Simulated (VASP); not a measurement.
# GaSb (F-43m) in VASP: notebook, part 2 of 3

VASP 6.6.1. Earlier steps stand in the parts before.

## Step 3: Single point, PBE exchange alone

Input file INCAR:

```
PREC = Accurate
ENCUT = 520
EDIFF = 1E-7
ISMEAR = -1
SIGMA = 0.05
LREAL = False
LASPH = True
NELM = 60
ALGO = Normal
ISIF = 2
LWAVE = False
LCHARG = True
GGA = PE
ALDAC = 0.0
AGGAC = 0.0
LELF = True
LVHAR = True
NBANDS = 16
```

Input file KPOINTS:

```
Automatic mesh
0
Gamma
  8 8 8
```

Input file POSCAR:

```
GaSb
1.0
    0.0000000000      3.0590000000      3.0590000000
    3.0590000000      0.0000000000      3.0590000000
    3.0590000000      3.0590000000      0.0000000000
Sb Ga
1 1
Direct
    0.7500000000      0.7500000000      0.7500000000
    0.0000000000      0.0000000000      0.0000000000
```

Potentials or basis: VASP PAW PBE potentials, release 64 (Sb, Ga_d).

Run with:

```console
> cat potpaw_PBE.64/Sb/POTCAR potpaw_PBE.64/Ga_d/POTCAR > POTCAR
> mpirun -np 1 vasp_std > vasp.out
```

OUTCAR:

```text
PREC = Accurate
   ENCUT = 520
   EDIFF = 1E-7
   ISMEAR = -1
   LREAL = False
   LASPH = True
   NELM = 60
   ISIF = 2
   GGA = PE

 ion  position               nearest neighbor table
   1  0.750  0.750  0.750-   2 2.65   2 2.65   2 2.65   2 2.65
   2  0.000  0.000  0.000-   1 2.65   1 2.65   1 2.65   1 2.65

  LATTYP: Found a face centered cubic cell.
 ALAT       =     6.1180000000

  Lattice vectors:

 A1 = (   0.0000000000,   3.0590000000,   3.0590000000)
 A2 = (   3.0590000000,   0.0000000000,   3.0590000000)
 A3 = (   3.0590000000,   3.0590000000,   0.0000000000)

Analysis of symmetry for initial positions (statically):
=====================================================================
 Subroutine PRICEL returns:
 Original cell was already a primitive cell.

 Routine SETGRP: Setting up the symmetry group for a
 face centered cubic supercell.

 Subroutine GETGRP returns: Found 24 space group operations
 (whereof 24 operations were pure point group operations)
 out of a pool of 48 trial point group operations.

The static configuration has the point symmetry T_d .

Analysis of symmetry for dynamics (positions and initial velocities):
=====================================================================
 Subroutine PRICEL returns:
 Original cell was already a primitive cell.

 Routine SETGRP: Setting up the symmetry group for a
 face centered cubic supercell.

 Subroutine GETGRP returns: Found 24 space group operations
 (whereof 24 operations were pure point group operations)
 out of a pool of 48 trial point group operations.

The dynamic configuration has the point symmetry T_d .

 Subroutine INISYM returns: Found 24 space group operations
 (whereof 24 operations are pure point group operations),
 and found     1 'primitive' translations

----------------------------------------------------------------------------------------

                                     Primitive cell

  volume of cell :      57.2491

  direct lattice vectors                    reciprocal lattice vectors
     0.000000000  3.059000000  3.059000000    -0.163452109  0.163452109  0.163452109
     3.059000000  0.000000000  3.059000000     0.163452109 -0.163452109  0.163452109
     3.059000000  3.059000000  0.000000000     0.163452109  0.163452109 -0.163452109

  length of vectors
     4.326079287  4.326079287  4.326079287     0.283107357  0.283107357  0.283107357

  position of ions in fractional coordinates (direct lattice)
     0.750000000  0.750000000  0.750000000
     0.000000000  0.000000000  0.000000000

  ion indices of the primitive-cell ions
   primitive index   ion index
                 1           1
                 2           2

----------------------------------------------------------------------------------------

 KPOINTS: Automatic mesh

Automatic generation of k-mesh.
 Grid dimensions read from file:
 generate k-points for:    8    8    8

 Generating k-lattice:

  Cartesian coordinates                     Fractional coordinates (reciprocal lattice)
    -0.020431514  0.020431514  0.020431514     0.125000000  0.000000000  0.000000000
     0.020431514 -0.020431514  0.020431514     0.000000000  0.125000000  0.000000000
     0.020431514  0.020431514 -0.020431514     0.000000000  0.000000000  0.125000000

  Length of vectors
     0.035388420  0.035388420  0.035388420

  Shift w.r.t. Gamma in fractional coordinates (k-lattice)
     0.000000000  0.000000000  0.000000000

 Subroutine IBZKPT returns following result:
 ===========================================

 Found     29 irreducible k-points:

 Following reciprocal coordinates:
            Coordinates               Weight
  0.000000  0.000000  0.000000      1.000000
  0.125000  0.000000  0.000000      8.000000
  0.250000  0.000000  0.000000      8.000000
  0.375000  0.000000  0.000000      8.000000
  0.500000  0.000000  0.000000      4.000000
  0.125000  0.125000  0.000000      6.000000
[... 16 lines left out ...]
  0.500000  0.250000  0.125000     48.000000
 -0.375000  0.250000  0.125000     24.000000
 [... further k-points ...]
   k-points           NKPTS =     29   k-points in BZ     NKDIM =     29   number of bands    NBANDS=     16
   number of dos      NEDOS =    301   number of ions     NIONS =      2
   total plane-waves  NPLWV =  32768
   dimension x,y,z NGX =    32 NGY =   32 NGZ =   32
   dimension x,y,z NGXF=    64 NGYF=   64 NGZF=   64
   ions per type =               1   1
   NGX,Y,Z   is equivalent  to a cutoff of  12.30, 12.30, 12.30 a.u.
   NGXF,Y,Z  is equivalent  to a cutoff of  24.59, 24.59, 24.59 a.u.
 SYSTEM =  unknown system
   PREC   = accura    normal or accurate (medium, high low for compatibility)
   ISTART =      0    job   : 0-new  1-cont  2-samecut
   ICHARG =      2    charge: 1-file 2-atom 10-const
   ISPIN  =      1    spin polarized calculation?
   LNONCOLLINEAR =      F non collinear calculations
   LSORBIT =      F    spin-orbit coupling
   LASPH  =      T    aspherical Exc in radial PAW
   ENCUT  =  520.0 eV  38.22 Ry    6.18 a.u.   8.04  8.04  8.04*2*pi/ulx,y,z
   NELM   =     60;   NELMIN=  2; NELMDL= -5     # of ELM steps
   EDIFF  = 0.1E-06   stopping-criterion for ELM
   LREAL  =      F    real-space projection
   EDIFFG = 0.1E-05   stopping-criterion for IOM
   NSW    =      0    number of steps for IOM
   IBRION =     -1    ionic relax: 0-MD 1-quasi-New 2-CG
   NFREE  =      0    steps in history (QN), initial steepest desc. (CG)
   ISIF   =      2    stress and relaxation
   ISYM   =      2    0-nonsym 1-usesym 2-fastsym
   POTIM  = 0.5000    time-step for ionic-motion
   TEBEG  =    0.0;   TEEND  =   0.0 temperature during run
   PSTRESS=    0.0 pullay stress
   NELECT =      18.0000    total number of electrons
   NUPDOWN=      -1.0000    fix difference up-down
   EMIN   =  10.00;   EMAX   =-10.00  energy-range for DOS
   EFERMI =   0.00;   METHOD = LEGACY
   ISMEAR =    -1;   SIGMA  =   0.05  broadening in eV -4-tet -1-fermi 0-gaus
   EFERMI_NEDOS =   21; number of points for ismear=-14 and -15
   IALGO  =     38    algorithm
   IMIX   =      4    mixing-type and parameters
     AMIX     =   0.40;   BMIX     =  1.00
     AMIX_MAG =   1.60;   BMIX_MAG =  1.00
  volume/ion in A,a.u.               =      28.62       193.17
  Fermi-wavevector in a.u.,A,eV,Ry     =   1.113208  2.103657 16.860766  1.239231
  Thomas-Fermi vector in A             =   2.249790
   LORBIT       =      0    0 simple, 1 ext, 2 COOP (PROOUT), +10 PAW based schemes
   GGA     = PE    functional components
[... 5 lines left out ...]
 non-spin polarized calculation
  energy-cutoff  :      520.00
  volume of cell :       57.25
 maximum number of plane-waves:      1572
   NGX = 17   NGY = 17   NGZ = 17

 number of electron      17.9999986 magnetization

 Free energy of the ion-electron system (eV)
  ---------------------------------------------------
  ext. energy  EPLUGINS =         0.00000000
  ---------------------------------------------------
  free energy    TOTEN  =        -4.57241785 eV

  energy without entropy =       -4.57192519  energy(sigma->0) =       -4.57217152

 E-fermi :   6.3924     XC(G=0):  -7.5199

 val. band max:        6.3461478019   @ k =   0.0000   0.0000   0.0000
 cond. band min:       6.7448275464   @ k =   0.5000   0.0000   0.0000
 fundamental gap:      0.3986797445
 Fermi energy:         6.3923669067

 k-point     1 :       0.0000    0.0000    0.0000
  band No.  band energies     occupation
      1      -8.5390      2.00000
      2      -8.5390      2.00000
      3      -8.5390      2.00000
      4      -8.4883      2.00000
      5      -8.4883      2.00000
      6      -5.1421      2.00000
[... 8 lines left out ...]
     15      15.0349      0.00000
     16      15.0349      0.00000

 k-point     2 :       0.1250    0.0000    0.0000
  band No.  band energies     occupation
      1      -8.5435      2.00000
      2      -8.5372      2.00000
      3      -8.5372      2.00000
      4      -8.4885      2.00000
      5      -8.4885      2.00000
      6      -4.9824      2.00000
[... 8 lines left out ...]
     15      14.2613      0.00000
     16      14.2613      0.00000
[... 387 lines left out ...]
      5      -8.4874      2.00000
      6      -3.5293      2.00000
[... 8 lines left out ...]
     15      15.2282      0.00000
     16      16.6730      0.00000

 k-point    24 :      -0.3750    0.2500    0.1250
  band No.  band energies     occupation
      1      -8.5739      2.00000
      2      -8.5248      2.00000
      3      -8.5217      2.00000
      4      -8.4914      2.00000
      5      -8.4881      2.00000
      6      -3.1716      2.00000
[... 8 lines left out ...]
     15      16.1736      0.00000
     16      16.6271      0.00000

 [... further k-points ...]
[... 5 lines left out ...]
  --------------------------------------------------------------------------------------
  -------------------------------------------------------------------------------------
  Total        3.7351162      3.7351162      3.7351162      0.0000000      0.0000000      0.0000000
  in kB      104.5312822    104.5312822    104.5312822      0.0000000      0.0000000      0.0000000
  external PRESSURE =     104.5312822 kB  Pullay stress =       0.0000000 kB

 VOLUME and BASIS-vectors are now :
 -----------------------------------------------------------------------------
  energy-cutoff  :      520.00
  volume of cell :       57.25
      direct lattice vectors                 reciprocal lattice vectors
     0.000000000  3.059000000  3.059000000    -0.163452109  0.163452109  0.163452109
     3.059000000  0.000000000  3.059000000     0.163452109 -0.163452109  0.163452109
     3.059000000  3.059000000  0.000000000     0.163452109  0.163452109 -0.163452109

 POSITION                                       TOTAL-FORCE (eV/Angst)
 -----------------------------------------------------------------------------------
      4.58850      4.58850      4.58850         0.000000      0.000000      0.000000
      0.00000      0.00000      0.00000        -0.000000     -0.000000     -0.000000
 -----------------------------------------------------------------------------------
    total drift:                               -0.000002     -0.000002     -0.000002

  FREE ENERGIE OF THE ION-ELECTRON SYSTEM (eV)
  ---------------------------------------------------
  free  energy   TOTEN  =        -4.5724178525 eV

  energy  without entropy=       -4.5719251928  energy(sigma->0) =       -4.57217152
```

It took 19 s on 1 thread of Intel Xeon Platinum 8259CL at 2.50GHz (Skylake/Cascade Lake), shared host; peak memory 0.18 GiB.

What came out:

* Free energy: -4.5724 eV
* Pressure: 10.5 GPa
* Band gap on the k mesh: zero (filled and empty bands touch)

Caveat: spin-orbit coupling is left out, which moves the levels of the heavy elements.

(Continued in part 3 of 3.)
